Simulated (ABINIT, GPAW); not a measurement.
This is a calculation of Si2W for ABINIT 10.8.3 (patched build). Atoms were shifted at random by some hundredths of an Å from the given cell, which wasn't relaxed again for these runs. 

The input run.abi:

```
# Pseudopotentials
pp_dirpath "./"
pseudos "W.upf, Si.upf"

# Structure
acell 8.5542390769 8.5542390769 8.5542390769
rprim
    -0.3549820016     0.3549820016     0.8648558013
     0.3549820016    -0.3549820016     0.8648558013
     0.3549820016     0.3549820016    -0.8648558013
ntypat 2
znucl 74 14
natom 3
typat 1 2 2
xred
     0.0121670000    -0.0019450000     0.0117850000
     0.6816470000     0.6532560000     0.0082920000
     0.3346560000     0.3145310000    -0.0264480000
chkprim 0
chksymtnons 0
tolsym 1.0e-6

# Plane-wave basis
ecut 37.0

# k points
kptopt 1
ngkpt 12 12 12
nshiftk 1
shiftk 0.0 0.0 0.0

# Exchange and correlation
ixc -116133

# Bands and occupations
nband 15
occopt 3
tsmear 0.05 eV

# SCF cycle
nstep 100
tolvrs 1.0e-10

# Output
iomode 3
prtwf 0
prteig 0
prtebands 0
prtden 1
prtvha 1
prtvclmb 1
prtpot 1
prtelf 1
```

Potentials or basis: PseudoDojo NC SR PBEsol v0.4.1 standard.

Launch:

```console
$ abinit run.abi > log 2>&1
```

**Question.** Translate it to GPAW 26.7.0 (ASE script). Potentials or basis there: PAW data sets generated for this functional, cutoff 600 eV.

**Answer.** As run (cutoffs and basis follow the program's own potentials, and thresholds, step limits or extra output files can differ):

run.py

```python
from ase import Atoms
from ase.dft.bandgap import bandgap
from ase.io import write
from ase.units import GPa
from ase.parallel import parprint
from gpaw import GPAW, PW, setup_paths

setup_paths.insert(0, '.')

atoms = Atoms(['W', 'Si', 'Si'],
              cell=[[-1.6069, 1.6069, 3.91495],
                    [1.6069, -1.6069, 3.91495],
                    [1.6069, 1.6069, -3.91495]],
              scaled_positions=[[0.012167, -0.001945, 0.011785],
                                [0.681647, 0.653256, 0.008292],
                                [0.334656, 0.314531, -0.026448]],
              pbc=True)

calc = GPAW(mode=PW(600),
            xc='PBEsol',
            kpts={'size': (12, 12, 12), 'gamma': True},
            occupations={'name': 'fermi-dirac', 'width': 0.05},
            nbands=23,
            convergence={'density': 1e-05, 'energy': 1e-05},
            maxiter=150,
            txt='gpaw.txt')
atoms.calc = calc
energy = atoms.get_potential_energy()
forces = atoms.get_forces()
stress = atoms.get_stress()
calc.write('gs.gpw')
write('result.traj', atoms)
parprint(f'Energy: {energy:.6f} eV')
parprint('Forces (eV/A):')
parprint(forces.round(4))
parprint('Stress (GPa):', (stress / GPa).round(3))
parprint('Fermi level:', round(calc.get_fermi_level(), 4), 'eV')
parprint(f'Gap: {bandgap(calc)[0]:.4f} eV, direct: {bandgap(calc, direct=True)[0]:.4f} eV')
```

Potentials or basis: PAW data sets generated in the run's folder for this functional, pw.

Run with:

```sh
$ gpaw-setup -f PBEsol Si W
$ OMP_NUM_THREADS=1 mpirun -n 4 gpaw python run.py
```

Both were run:

|  | ABINIT | GPAW |
| --- | --- | --- |
| Pressure | -1.0 GPa | -0.3 GPa |
| Largest force | 0.918 eV/Å | 0.933 eV/Å |

Pressure is positive in compression.
